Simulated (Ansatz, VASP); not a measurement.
# Rh in VASP and in Ansatz

The input INCAR:

```
ALGO     = Fast           # electronic algorithm
EDIFF    = 1E-7           # SCF threshold, eV
ENCUT    = 520            # plane-wave cutoff, eV
GGA      = PE             # functional
ISIF     = 2              # what is computed and relaxed
ISMEAR   = 0              # smearing method
LASPH    = True           # aspherical terms in the spheres
LCHARG   = False          # write CHGCAR
LREAL    = False          # projectors in reciprocal space
LWAVE    = False          # write WAVECAR
NBANDS   = 14             # bands
NELM     = 60             # most SCF steps
PREC     = Accurate       # precision mode
SIGMA    = 0.15           # smearing width, eV
```

The input KPOINTS:

```
k-points
0
Gamma
  22 22 22
```

POSCAR

```
Rh
1.0
    0.0000000000      2.3482067609      1.4774916939
    2.3482067609      0.0000000000      1.4774916939
    2.3482067609      2.3482067609      0.0000000000
Rh
1
Direct
    0.0000000000      0.0000000000      0.0000000000
```

Input for Ansatz:

```yaml
crystal:
  lattice:
    - [0.0, 2.3482067609, 1.4774916939]
    - [2.3482067609, 0.0, 1.4774916939]
    - [2.3482067609, 2.3482067609, 0.0]
  atoms:
    - { symbol: Rh, position: [0.0, 0.0, 0.0] }
basis:
  ecutwfc: 420
kpoints:
  mp_grid: { grid: [22, 22, 22] }
hamiltonian:
  xc: pbe
  pseudopotentials: { kind: paw, azcp: { folder: soft_1 } }
scf:
  occupations: { method: gaussian, width: 0.15 }
output:
  forces: true
  stress: true
  eigenvalues: true
```

Alike in both runs: task single point; functional PBE; k mesh 22 × 22 × 22; occupations gaussian, width 0.15 eV; no spin polarisation.

```csv
,VASP,Ansatz
version,VASP 6.6.1,Ansatz 0.2.0
potentials or method,"VASP PAW PBE potentials, release 64 (Rh_pv)","scalar-relativistic, plane waves, PAW"
plane-wave cutoff (eV),520,420
valence electrons in the cell,15,17
```

```tsv
	VASP	Ansatz	Ansatz less VASP
gap on the k mesh at the Fermi level (eV)	none	none	-
pressure (GPa)	-21.4	-21.4	0.00
largest component of the traceless stress (GPa)	8.43	8.49	+0.055
```

A gap of «none» marks a metal or a gap that the smearing closes. The two sets of potentials don't hold the same shells in valence.

Caveats: so large a pressure means that the cell lies far from this level's equilibrium, or that cutoff or potentials fall short (VASP).
